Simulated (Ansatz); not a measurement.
## From formation energies to a reaction energy: GaP2

Level of theory: DFT PBE, scalar-relativistic, plane waves, PAW in Ansatz 0.2.0. All cells share a 420 eV cutoff and Γ-centred k meshes spaced at most about 0.3 Å⁻¹ (about 0.25 or finer for metals, 2π included). No spin polarisation.

The zero of energy is the elements' standard structures at the same level; no fitted shifts are applied. The references include black phosphorus.

These are static total energies at zero pressure. In GaP2 P4/mmm an odd number of electrons in the primitive cell allows no gap without spin; a larger cell or a magnetic state could open one. The reference form of P is held partly by dispersion forces, which this level lacks.

A trial structure of GaP2 (reached from: FeSi2 type (P4/mmm); relaxed: space group P4/mmm (No. 123), a = 3.379 Å, c = 4.910 Å) has a formation energy of 0.282 eV/atom. It holds P–P pairs (shortest 2.08 Å). At its composition the lowest mixture among the elements and 1 reference phase computed alike (others may be missing) consists of these:

```csv
phase,source,ΔE_f (eV/atom)
P (solid),element,-0.001
GaP (F-43m),Materials Project,-0.432
```

The lowest database cell of P (-0.001) lies slightly below the reference, hence the non-zero entry.

Problem. Write the balanced decomposition and find its energy per atom, per formula unit and per mole of formula units.

Solution. Balancing Ga and P gives GaP2 → P + GaP. The left side holds 3 atoms, and the products take 1/3 (P) and 2/3 (GaP) of them. The mixture therefore lies at 1/3 × (-0.001) + 2/3 × (-0.432) = -0.288 eV/atom. The reaction energy is -0.288 − (0.282) = -0.570 eV/atom. Times 3 atoms that is -1.710 eV per GaP2, and times 96.485 it is -165 kJ per mole of GaP2. Decomposition is downhill, so the trial structure is unstable against this mixture.
